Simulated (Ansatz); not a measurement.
Phases of Sb at 100 GPa

Structure types of Sb are relaxed in primitive cells with their symmetry kept at 100 GPa, first on PAW files, then by LAPW. The enthalpy is E + pV at zero temperature, without zero-point motion. Only the types listed were tried, and differences under about 5 meV/atom are mesh noise. The real phase may be another.

All numbers are PBE results (scalar-relativistic) from Ansatz 0.2.0, with Fermi–Dirac smearing of 0.08 eV, no spin polarisation. Methods: LAPW: all electrons, basis error target 0.5 meV/atom; PAW: frozen-core files, cutoff 420 eV.

k meshes: fcc 16×16×16, bcc 17×17×17, hcp 15×15×8, simple hexagonal 16×16×15, beta tin 16×16×16, sc 15×15×15.

Spin–orbit coupling is left out, which matters for the heavy atoms.

**Question.** Order the types by LAPW enthalpy, lowest first.
A. simple hexagonal
B. fcc
C. sc
D. beta tin
E. hcp
F. bcc

**Answer.** F (0 meV/atom), E (111 meV/atom), B (164 meV/atom), A (630 meV/atom), D (729 meV/atom), C (901 meV/atom).

```
      start type                   ends as          a, b, c (Å)  V (Å³/atom)  H − H(lowest), LAPW (meV/atom)  same, PAW
             fcc                fcc, Fm-3m  4.030, 4.030, 4.030        16.36                           163.9      163.5
             bcc                bcc, Im-3m  3.193, 3.193, 3.193        16.28                             0.0        0.0
             hcp             hcp, P6_3/mmc  2.895, 2.895, 4.502        16.34                           110.5      110.2
simple hexagonal  simple hexagonal, P6/mmm  2.761, 2.761, 2.596        17.14                           630.1      629.3
        beta tin        beta tin, I4_1/amd  5.066, 5.066, 2.688        17.24                           729.4      728.6
              sc                 sc, Pm-3m  2.603, 2.603, 2.603        17.63                           901.1      900.8
```

**Question.** Split the lead of bcc over hcp into energy and pV.

**Answer.** For hcp less bcc: ΔE = +74.4 meV/atom, and p·ΔV = 100 GPa × +0.0580 Å³ × 6.242 meV/(GPa·Å³) = +36.2 meV/atom, together 110.6 meV/atom. bcc wins on both counts.
